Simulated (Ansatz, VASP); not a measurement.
**SrO in VASP and in Ansatz**

```xyz
4
Lattice="4.2755 0.0000 0.0000 -2.1377 3.7027 0.0000 0.0000 0.0000 5.1556" Properties=species:S:1:pos:R:3 pbc="T T T"
Sr    0.0000    2.4684    4.8366
Sr    2.1377    1.2342    2.2588
O     0.0000    2.4684    2.2523
O     2.1377    1.2342    4.8301
```

Measurements of this composition are mostly on another form, of space group No. 225.

Alike in both runs: task single point; functional LDA; k mesh 6 × 6 × 4; occupations gaussian, width 0.1 eV; no spin polarisation.

```csv
,VASP,Ansatz
version,VASP 6.6.1,Ansatz 0.2.0
potentials or method,"VASP PAW LDA potentials, release 64 (Sr_sv, O)","scalar-relativistic, plane waves, PAW"
plane-wave cutoff (eV),520,420
valence electrons in the cell,32,32
```

|  | VASP | Ansatz | Ansatz less VASP |
| --- | --- | --- | --- |
| gap on the k mesh at the Fermi level (eV) | 2.45 | 2.46 | +0.009 |
| least direct gap on the mesh (eV) | 2.45 | 2.46 | +0.009 |
| pressure (GPa) | -4.0 | -4.5 | -0.55 |
| largest component of the traceless stress (GPa) | 0.34 | 0.36 | +0.016 |
| rms of the force components (eV/Å) | 0.007 | 0.006 | -0.0006 |

Atom by atom the forces differ by 0.001 eV/Å (rms over components).
